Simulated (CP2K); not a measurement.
**CdS (Hawleyite) in CP2K: the effect of functional**

CdS (Hawleyite):

```
CELL_PARAMETERS angstrom
4.12455 0.00000 0.00000
2.06228 3.57197 0.00000
2.06228 1.19066 3.36768
ATOMIC_POSITIONS crystal
Cd 0.00000 0.00000 0.00000
S 0.75000 0.75000 0.75000
```

Alike in all runs:

| Quantity | Value |
| --- | --- |
| Program | CP2K 2026.2 |
| Task | atomic charges |
| Potentials or basis | POTENTIAL_UZH Cd GTH-PBE-q12, S GTH-PBE-q6; TZVP-MOLOPT-PBE-GTH basis |
| Density cutoff | 9184 eV |
| k mesh | 8 × 8 × 8 |
| Occupations | fermi-dirac, width 0.05 eV |
| Spin | no spin polarisation |

Question: One run gave: gap on the mesh 1.27 eV; pressure 0.4 GPa. Which functional did it use?
A. optB88-vdW
B. BEEF-vdW
C. AM05
D. r2SCAN
E. LDA

Answer: D.

| functional | gap on the mesh (eV) | pressure (GPa) |
| --- | --- | --- |
| LDA | 0.85 | -0.9 |
| AM05 | 1.07 | 1.2 |
| BEEF-vdW | 1.27 | 4.9 |
| optB88-vdW | 1.06 | 3.4 |
| r2SCAN | 1.27 | 0.4 |

Caveats: the potentials were made for another functional, which shifts forces and pressure; the basis of atomic orbitals isn't converged, which shifts pressures, moduli and gaps.

Runs at the PBE level aren't shown here.
